Five LDA runs on bcc tungsten: which differences to act on

An engineer who takes a lattice constant or a bulk modulus of tungsten from a calculation has to know how much of the number belongs to the metal, how much to the functional and how much to the program and its settings. The five runs below treat the same one-atom cell without spin polarisation, which is the right state for nonmagnetic tungsten. V is the equilibrium volume per atom, B = −V dP/dV the bulk modulus at that volume, and B′ = dB/dP its slope. Each row comes from a four-parameter Birch-Murnaghan fit of energy against volume, with seven volumes (five for FLEUR). QE stands for Quantum ESPRESSO.

Kohn-Sham DFT with the LDA functional for bcc tungsten (one-atom cell), without spin polarisation, spin-orbit coupling or dispersion correction, on a 12×12×12 k mesh with Fermi-Dirac smearing of 0.05 eV. Volumes and moduli are from Birch-Murnaghan fits for a static lattice. The basis column gives the plane-wave cutoff energy or, for FLEUR, Kmax in 1/bohr.

```
         program                            potentials      basis  equilibrium volume (Å³/atom)  bulk modulus (GPa)  bulk modulus slope  equilibrium volume less the median of the rows (Å³/atom)
            GPAW  GPAW PAW data sets (gpaw data 1.2.1)     600 eV                        15.350               327.5               3.910                                                    -0.006
          Ansatz                        PseudoDojo LDA     952 eV                        15.355               327.5               3.940                                                    -0.001
Quantum ESPRESSO      PseudoDojo 0.4.1 SR LDA standard     952 eV                        15.356               327.4               3.940                                                     0.000
           FLEUR                          all electron  4.17 Kmax                        15.389               326.2               3.980                                                     0.033
Quantum ESPRESSO                          GBRV 1.5 LDA     612 eV                        15.438               329.9               3.960                                                     0.082
```

1. What size of error moves the volume by the amounts in the table?

Every difference in equilibrium volume between two runs can be read as a difference in the slope of the energy curve. Let a second run add a tilt t·V to the energy E(V) of the first, where t has the unit of pressure. Near the minimum the curvature is d²E/dV² = B/V, and the new minimum lies where the restoring slope cancels the tilt:

(B/V) δV + t = 0
δV/V = −t/B

A constant added to the energy does nothing, which is why total energies on the different zeros of different potential sets are harmless. Only the part of an error that changes with volume counts.

Tungsten is stiff, which is usually traced to a roughly half-filled 5d band that occupies the bonding states and leaves the antibonding ones largely empty (the table does not test this), and a large B makes the volume forgiving. The largest offset in the table, 0.082 Å³ for QE/GBRV, needs a tilt of 1.75 GPa in size, favouring larger volumes, and displacing the crystal that far from its minimum costs only BδV²/2V = 0.45 meV per atom. The same tilt in a metal ten times softer would shift the volume ten times more in relative terms. Agreement between programs on tungsten should therefore not be carried over to soft solids as a percentage.

2. Which is larger, the spread between the runs or the shift that they share?

The shared shift is larger. The five volumes span 0.088 Å³, or 0.57% of the median, whereas all five lie 2.6 to 3.1% below the input cell from which the scans start. That cell is a database geometry with a lattice constant of 3.1647 Å, taken here as a stand-in for the real crystal, since the data hold no measured volume. Here the linear rule also shows its limit: it asks for 10.5 GPa of tension to stretch the median crystal to the input volume, while the stress of the QE/PseudoDojo run gives about 9.8 GPa, because B falls on expansion.

The standard reading is LDA overbinding. LDA takes exchange and correlation from a uniform electron gas and recovers too little exchange energy where the density varies fast, which is more the case in the expanded crystal than in the compressed one, so it tilts the curve towards small volume. With one functional in all rows the table shows the contraction and leaves its cause to that argument. Part of the gap to the real metal is not the functional's: the lattice is static, with no thermal or zero-point expansion, and spin-orbit coupling is off for a heavy element. In practice, a change of program will not repair an LDA volume.

3. Why do Ansatz and QE/PseudoDojo agree to 0.001 Å³?

They use the same potential family at the same cutoff, so they solve nearly the same numerical problem, and the rule of question 1 accounts for what is left. The Ansatz energy lies below the QE energy by 1.84 meV at the smallest volume and by 1.52 meV at the largest, 1.90 Å³ further on. With 1 eV/Å³ = 160 GPa:

t = (1.84 − 1.52) meV / 1.90 Å³ = 0.17 meV/Å³ = 0.027 GPa
δV = −15.356 Å³ × 0.027 / 327.4 = −0.0013 Å³

The table has −0.001 Å³. Since these energies are the ones that fixed the two minima, the match is a consistency check on the rule. What the pair shows is that two implementations agree; any error of the potential sits in both and cancels. GPAW, with a different construction (PAW), falls within 0.006 Å³ of them, which is the more independent agreement, and the order among these three deserves no physical cause.

4. Is the median the right yardstick, or is all-electron FLEUR?

The last column, the volume less the median of the rows, makes QE/GBRV look like the lone outlier. The median is itself the QE/PseudoDojo value, and two of the five rows share that family. Measured from FLEUR, the three close rows lie 0.033 to 0.039 Å³ below and QE/GBRV lies 0.049 Å³ above, so the offsets fall on both sides and are of similar size, though the upper one comes from the row whose basis is in doubt (question 5).

FLEUR removes two approximations. It keeps the nodal structure of the valence orbitals near the nucleus, which pseudopotentials smooth away (the PAW method of GPAW rebuilds it), and it lets the core relax as the volume changes, where the other rows freeze it (the QE potentials treat 14 electrons as valence). That the 0.033 Å³ comes from this treatment of the core is a guess, since FLEUR has its own basis limit, Kmax, at a working value. Its five volumes leave one degree of freedom beyond the four parameters, and its fit residual is 12.6 times that of QE/PseudoDojo, so its modulus, 1.2 GPa below QE/PseudoDojo, should be left uninterpreted. FLEUR is best used as a second opinion that sets the scale of the uncertainty at about 0.2 to 0.3% in volume.

5. Why do energy and stress disagree in the QE/GBRV run?

Each plane-wave run holds an internal test. The pressure can be taken as −dE/dV from the fitted curve, rebuilt from the row's V, B and B′ with no further parameter, or from the stress that the program computes in each cell. For GPAW, Ansatz (whose stress is taken without its Pulay correction) and QE/PseudoDojo the two agree within 0.12 GPa at the ends of the range and on average. For QE/GBRV the energy curve gives a pressure higher by 2.22 GPa on average. The full comparison is in the output printed after this note.

Theory offers a standard cause, Pulay stress from an incomplete basis. The number of plane waves grows as V·Ecut^(3/2), so a scan at fixed cutoff Ecut gives a larger cell more basis functions. The analytic stress instead strains the cell with the number of waves held fixed, which lowers the effective cutoff on expansion and makes expansion look too costly. The stress pressure then lies below −dE/dV, which is the sign found, and the gap closes as the basis becomes complete. The fit residual of this row, 18.5 times that of QE/PseudoDojo, points the same way, though only a run at higher cutoff would test it.

The practical size follows from the same rule: 15.438 × 2.22 / 329.9 = 0.104 Å³, close to the 0.107 Å³ found between the energy minimum and the zero of the stress. A cell relaxation driven by stress at these settings, restarted until its basis matches the final cell, would stop near 15.331 Å³, below every volume in the table, while the energy fit puts this run above all the others. Fixed-cutoff energies are usually the better converged of the two, because the neglected short waves describe the region near the nucleus, which changes little with volume. This run does not settle it: the zero of the stress lies 0.025 Å³ below the median, the energy minimum 0.082 Å³ above it, and FLEUR falls between the two. The remedy is to raise the cutoff until both routes meet.

6. Why is QE/GBRV both the largest and the stiffest?

A crystal softens as it expands, by δB = −B′ B δV/V. If the GBRV curve were the PseudoDojo curve plus a uniform tilt, its minimum would slide outwards along the same B(V) and its modulus would be 6.9 GPa lower; the table has it 2.5 GPa higher. Given the fit residual of this row, larger than FLEUR's, that 2.5 GPa alone deserves little weight; what counts is the distance from the expected softening. At the median volume the GBRV curve is 2.9% stiffer than QE/PseudoDojo, and its stress falls 1.8% more across the scanned range, so both routes show a curve of different shape. They differ on the amount because the gap between energy and stress falls from 2.47 to 2.02 GPa across the range, so on the Pulay reading the size of the extra stiffness is itself not converged in the basis.

A pure tilt thus fails for this row. The ultrasoft potential is a plausible source of the extra curvature, but that is a guess, because potential, cutoff and the parametrisation of LDA (PZ81 against PW92) all change together between the two QE rows. For the same reason the volume offset is not divided here between basis and potential. The lesson for comparisons is to set moduli side by side at one volume, since 1% in volume is worth about 4% in B.

7. Which digits can be trusted?

Rounding the volume to three decimals, an error of up to 0.0005 Å³, is worth 0.011 GPa of tilt, and only two programs on one potential family reach that neighbourhood. Across potentials and bases the static LDA result for this cell is 15.4 Å³ per atom, and the moduli span 3.7 GPa, or 1.1% of the median. B′ is a third derivative of the energy and has the widest relative spread, 1.8%, so that it is good to "just under 4". Its last zero in the table is padding (the GPAW fit gives 3.914723), and the FLEUR and QE/GBRV fits, with their larger residuals, are expected to fix it less well than that spread suggests. All rows share one k mesh and one smearing, so any error from those does not appear in the spread, which is therefore not a full measure of the uncertainty of the LDA values.

Printed output of the fit:

```
row: V-median A^3 (%), V-FLEUR A^3 (%), V vs input cell %, lattice a in A
GPAW: -0.006 (-0.04), -0.039 (-0.25), -3.14, 3.1312
Ansatz: -0.001 (-0.01), -0.034 (-0.22), -3.11, 3.1316
QE/PseudoDojo: +0.000 (+0.00), -0.033 (-0.21), -3.10, 3.1316
FLEUR: +0.033 (+0.21), +0.000 (+0.00), -2.89, 3.1339
QE/GBRV: +0.082 (+0.53), +0.049 (+0.32), -2.58, 3.1372
input cell: V 15.848 A^3, a 3.1647 A
spread V: all 0.088 A^3 (0.57%), three close rows 0.006 (0.04%), rounding 0.0005
spread B: all 3.700 GPa (1.13%), three close rows 0.100 (0.03%), rounding 0.05
spread B': all 0.070 (1.78%), three close rows 0.030 (0.76%), rounding 0.005
(input - median V) / spread of V: 5.6
rounding of V is worth 0.011 GPa in pressure
volume shift at median: tilt B dV/V in GPa, cost B dV^2/2V in meV
FLEUR: dV 0.033 A^3, 0.70 GPa, 0.07 meV
QE/GBRV: dV 0.082 A^3, 1.75 GPa, 0.45 meV
input cell: dV 0.492 A^3, 10.48 GPa, 16.08 meV
E Ansatz - QE/PseudoDojo: -1.84 to -1.52 meV over the volumes (rounding 0.01)
its tilt 0.027 GPa gives dV -0.0013 A^3; table -0.001
P from energy curve less P from stress, GPa: smallest V, mean, largest V
GPAW: +0.06, +0.04, +0.02
Ansatz: +0.01, +0.00, -0.01
QE/PseudoDojo: +0.12, +0.09, +0.07
QE/GBRV: +2.47, +2.22, +2.02
zero of stress A^3, energy minimum less that zero, stress drop over range GPa (vs QE/PseudoDojo %)
GPAW: 15.348, +0.002, 35.13 (-0.0)
Ansatz: 15.355, -0.000, 35.17 (+0.1)
QE/PseudoDojo: 15.352, +0.004, 35.13 (+0.0)
QE/GBRV: 15.331, +0.107, 35.76 (+1.8)
B0 less QE/PseudoDojo: table, expected from -B' B dV/V; B at median V (%), B at input V; GPa
GPAW: +0.1, +0.5; 327.0 (-0.1), 288.5
Ansatz: +0.1, +0.1; 327.4 (+0.0), 288.6
QE/PseudoDojo: +0.0, -0.0; 327.4 (+0.0), 288.6
FLEUR: -1.2, -2.8; 329.0 (+0.5), 289.7
QE/GBRV: +2.5, -6.9; 336.9 (+2.9), 297.0
fit rms meV/atom, ratio to QE/PseudoDojo, points less 4 parameters
GPAW: 0.0048, 1.2, 3
Ansatz: 0.0040, 1.0, 3
QE/PseudoDojo: 0.0040, 1.0, 3
FLEUR: 0.0504, 12.6, 1
QE/GBRV: 0.0741, 18.5, 3
```
